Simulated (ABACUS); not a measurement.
# Ge (P6_3/mmc) in ABACUS: reference runs, part 2 of 2

ABACUS 3.10.1. The steps go on from the part before.

**3. Single point, PBEsol (atoms moved at random, drawn with an rms of 0.05 Å)**

The input, INPUT:

```
INPUT_PARAMETERS
suffix              Ge
calculation         scf
basis_type          pw
pseudo_dir          ./
symmetry            1
dft_functional      pbesol
ecutwfc             79
pseudo_rcut         7
nspin               1
nbands              34
ks_solver           dav
smearing_method     fd
smearing_sigma      0.00367493
scf_thr             1e-08
scf_nmax            100
mixing_type         broyden
mixing_beta         0.7
cal_force           1
cal_stress          1
kpar                4
```

The input, STRU:

```
ATOMIC_SPECIES
Ge 72.6300 Ge.upf

LATTICE_CONSTANT
1.8897261246

LATTICE_VECTORS
3.9975858431 0.0000000000 0.0000000000
-1.9987929216 3.4620108940 0.0000000000
0.0000000000 0.0000000000 6.5993779500

ATOMIC_POSITIONS
Direct

Ge
0.0
4
0.3280340000 0.6648870000 0.9395880000 1 1 1
0.6776310000 0.3391870000 0.4332960000 1 1 1
0.3436270000 0.6705210000 0.5672550000 1 1 1
0.6731280000 0.3269050000 0.0611730000 1 1 1
```

The input, KPT:

```
K_POINTS
0
Gamma
8 8 4 0 0 0
```

Potentials or basis: PseudoDojo NC SR 0.4.1 PBEsol standard, plane waves.

Started as:

```sh
$ OMP_NUM_THREADS=1 mpirun -np 4 abacus > log
```

running log:

```text
ABACUS v3.10.1

               Atomic-orbital Based Ab-initio Computation at UStc

 ------------------------------------------------------------------------------------

 READING GENERAL INFORMATION
                           global_out_dir = OUT.Ge/
                           global_in_card = INPUT
                               pseudo_dir = ./
                              orbital_dir =
                                    DSIZE = 4
                                    GSIZE = 1

 READING UNITCELL INFORMATION
                                    ntype = 1
                  lattice constant (Bohr) = 1.88973
              lattice constant (Angstrom) = 1

 READING ATOM TYPE 1
                               atom label = Ge
                      L=0, number of zeta = 1
                      L=1, number of zeta = 1
                      L=2, number of zeta = 1
             number of atom for this type = 4

                        TOTAL ATOM NUMBER = 4
DIRECT COORDINATES
    atom                   x                   y                   z     mag                  vx                  vy                  vz
taud_Ge1            0.3280340000        0.6648870000        0.9395880000  0.0000        0.0000000000        0.0000000000        0.0000000000
taud_Ge2            0.6776310000        0.3391870000        0.4332960000  0.0000        0.0000000000        0.0000000000        0.0000000000
taud_Ge3            0.3436270000        0.6705210000        0.5672550000  0.0000        0.0000000000        0.0000000000        0.0000000000
taud_Ge4            0.6731280000        0.3269050000        0.0611730000  0.0000        0.0000000000        0.0000000000        0.0000000000

                          Volume (Bohr^3) = 616.348
                             Volume (A^3) = 91.3332

 Lattice vectors: (Cartesian coordinate: in unit of a_0)
             +3.99759                  +0                  +0
             -1.99879            +3.46201                  +0
                   +0                  +0            +6.59938
 Reciprocal vectors: (Cartesian coordinate: in unit of 2 pi/a_0)
            +0.250151           +0.144425                  -0
                   -0           +0.288849                  -0
                   +0                  -0           +0.151529
 The esolver type has been set to : ksdft_pw

                PAO radial cut off (Bohr) = 7

 Read in pseudopotential file is Ge.upf
                     pseudopotential type = NC
          exchange-correlation functional = PBESOL
                 nonlocal core correction = 1
                        valence electrons = 14
                                     lmax = 2
                           number of zeta = 3
                     number of projectors = 6
                           L of projector = 0
                           L of projector = 0
                           L of projector = 1
                           L of projector = 1
                           L of projector = 2
                           L of projector = 2
     initial pseudo atomic orbital number = 36

 SETUP THE ELECTRONS NUMBER
            electron number of element Ge = 14
      total electron number of element Ge = 56
            AUTOSET number of electrons:  = 56
                           occupied bands = 28
                                   NBANDS = 34
                                   NLOCAL = 36

%%%%%%%%%%%%%%%%%%%%%%%%%%%%%%%%%%%%%%%%%%%%%%%%%%%%%%%%%%%%%%%%%%%%%%%%%%%%%%%%%%%%%%%%%%%%%%%%%%%%%%%%%%
 Warning: the number of valence electrons in pseudopotential > 4 for Ge: [Ar] 3d10 4s2 4p2
 Pseudopotentials with additional electrons can yield (more) accurate outcomes, but may be less efficient.
 If you're confident that your chosen pseudopotential is appropriate, you can safely ignore this warning.
%%%%%%%%%%%%%%%%%%%%%%%%%%%%%%%%%%%%%%%%%%%%%%%%%%%%%%%%%%%%%%%%%%%%%%%%%%%%%%%%%%%%%%%%%%%%%%%%%%%%%%%%%%

 SETUP THE PLANE WAVE BASIS
 energy cutoff for charge/potential (unit:Ry) = 316
            fft grid for charge/potential = [ 45, 45, 72 ]
[... 104 lines left out ...]
[... 102 further k points ...]

                               nkstot now = 132
[... K-POINTS DIRECT COORDINATES: 132 rows ...]

           k-point number in this process = 33
       minimum distributed K point number = 33
[... stars of the k points ...]

[... K-POINTS CARTESIAN COORDINATES: 33 rows ...]

[... K-POINTS DIRECT COORDINATES: 33 rows ...]

 SETUP PLANE WAVES FOR WAVE FUNCTIONS
     energy cutoff for wavefunc (unit:Ry) = 79
              fft grid for wave functions = [ 45, 45, 72 ]
                    number of plane waves = 9237
                         number of sticks = 367

 PARALLEL PW FOR WAVE FUNCTIONS
     PROC   COLUMNS(POT)             PW
        1            367           9237
 --------------- sum -------------------
        1            367           9237

 SETUP NONLOCAL PSEUDOPOTENTIALS IN PLANE WAVE BASIS
 Ge non-local projectors:
 projector 1 L=0
 projector 2 L=0
 projector 3 L=1
 projector 4 L=1
 projector 5 L=2
 projector 6 L=2
      TOTAL NUMBER OF NONLOCAL PROJECTORS = 72

 Init Non-Local PseudoPotential table :
 Init Non-Local-Pseudopotential done.

                                     npwx = 7367

 Make real space PAO into reciprocal space.
       max mesh points in Pseudopotential = 701
     dq(describe PAO in reciprocal space) = 0.01
                                    max q = 1071

 number of pseudo atomic orbitals for Ge is 3
WARNING: norm of atomic wavefunction # 2 of atomic type Ge is 0.999922, renormalized
WARNING: norm of atomic wavefunction # 3 of atomic type Ge is 0.995552, renormalized

 -------------------------------------------
 SELF-CONSISTENT
 -------------------------------------------
                                 init_chg = atomic

 PW ALGORITHM --------------- ION=   1  ELEC=   1--------------------------------

 Notice: Threshold on eigenvalues was too large.
 hsover_error=0.56 > DRHO=0.0642168
 Origin diag ethr = 0.01
 New diag ethr = 0.000114673

 Density error is 0.065209539325
                          Error Threshold = 0.000114672902177
----------------------------------------------------------
     Energy           Rydberg                 eV
----------------------------------------------------------
 E_KohnSham     -713.6050606411      -9709.0949463540
 E_Harris       -713.5646907070      -9708.5456852225
 E_Fermi        0.6697334051         9.1121904509
----------------------------------------------------------
[... 75 lines left out ...]
 Density error is 2.35844399345e-10
                          Error Threshold = 8.08699770881e-11
----------------------------------------------------------
     Energy           Rydberg                 eV
----------------------------------------------------------
 E_KohnSham     -713.6064500333      -9709.1138500049
 E_KS(sigma->0) -713.6063908847      -9709.1130452473
 E_Harris       -713.6063603479      -9709.1126297721
 E_band         -41.0309769864       -558.2550815220
 E_one_elec     -369.9177339796      -5032.9889733702
 E_Hartree      222.3960507418       3025.8535027850
 E_xc           -172.7505178237      -2350.3913748523
 E_Ewald        -393.3341306747      -5351.5853950522
 E_entropy(-TS) -0.0001182972        -0.0016095153
 E_descf        0.0000000000         0.0000000000
 E_exx          0.0000000000         0.0000000000
 E_Fermi        0.6882785113         9.3645095648
----------------------------------------------------------

 charge density convergence is achieved
 final etot is -9709.11385 eV
 EFERMI = 9.3645095648 eV

 STATE ENERGY(eV) AND OCCUPATIONS    NSPIN == 1
 1/33 kpoint (Cartesian) = 0.0000 0.0000 0.0000 (7367 pws)
       1       -15.6567     0.00781250
       2       -15.6309     0.00781250
       3       -15.5763     0.00781250
       4       -15.5747     0.00781250
       5       -15.5727     0.00781250
       6       -15.5560     0.00781250
[... 206 lines left out ...]
      33        12.6098    1.01237e-30
      34        14.0168    6.08871e-43

[... levels at 27 further k points ...]

------------------------------------------------------------------------------------------
 TOTAL-FORCE (eV/Angstrom)
------------------------------------------------------------------------------------------
                       Ge1         0.5995654301        -0.1357938917        -0.1270540817
                       Ge2         0.0286328808        -0.0822639775         0.3914238686
                       Ge3        -0.0427745693         0.0630395492        -0.3811459950
                       Ge4        -0.5854237416         0.1550183200         0.1167762081
------------------------------------------------------------------------------------------

----------------------------------------------------------------
 TOTAL-STRESS (KBAR)
----------------------------------------------------------------
        -1.5471233783         7.2082754256        -5.5799633462
         7.2082754256         0.6594211204         1.8820971995
        -5.5799633462         1.8820971995         1.7573858017
----------------------------------------------------------------
 TOTAL-PRESSURE: 0.289895 KBAR

 --------------------------------------------
 !FINAL_ETOT_IS -9709.1138500049473805 eV
 --------------------------------------------
```

Wall time 2.2 min (4 MPI ranks of AMD EPYC 7R43 (Zen 3), shared host); peak memory 1.1 GiB.

What came out:

* Free energy: -9709.1139 eV
* Pressure: 0.0 GPa
* Largest force: 0.628 eV/Å
* Band gap on the k mesh: 0.10 eV, indirect (least direct gap 0.12 eV)

Forces on the atoms (eV/Å):
```
Ge   0.600 -0.136 -0.127
Ge   0.029 -0.082  0.391
Ge  -0.043  0.063 -0.381
Ge  -0.585  0.155  0.117
```

Stress tensor (GPa, compression positive):
```
-0.15  0.72 -0.56
 0.72  0.07  0.19
-0.56  0.19  0.18
```

Levels at points of the mesh, in eV from the valence-band top:
```tsv
k point	band 24	band 25	band 26	band 27	band 28	band 29	band 30	band 31	band 32	band 33
(0.00, 0.00, 0.00)	-1.57	-1.36	-0.21	-0.13	0.00	0.12	0.30	2.13	2.34	2.82
(0.50, 0.00, 0.00)	-6.81	-4.58	-3.02	-2.90	-1.35	0.54	1.69	3.52	3.62	4.43
(0.00, 0.50, 0.00)	-6.73	-4.60	-3.04	-2.86	-1.37	0.50	1.64	3.46	3.62	4.40
(0.50, 0.50, 0.00)	-6.58	-4.64	-3.09	-2.78	-1.41	0.43	1.58	3.37	3.64	4.31
(0.00, 0.00, 0.50)	-4.84	-1.14	-0.76	-0.71	-0.66	0.53	0.85	3.08	3.40	3.46
(0.50, 0.00, 0.50)	-7.77	-2.57	-2.56	-2.40	-2.23	0.44	0.48	2.06	2.16	6.00
(0.00, 0.50, 0.50)	-7.74	-2.61	-2.58	-2.41	-2.24	0.47	0.47	2.03	2.17	6.00
(0.50, 0.50, 0.50)	-7.71	-2.63	-2.59	-2.54	-2.23	0.40	0.57	1.93	2.25	5.98
```

A k mesh can miss the band edges.
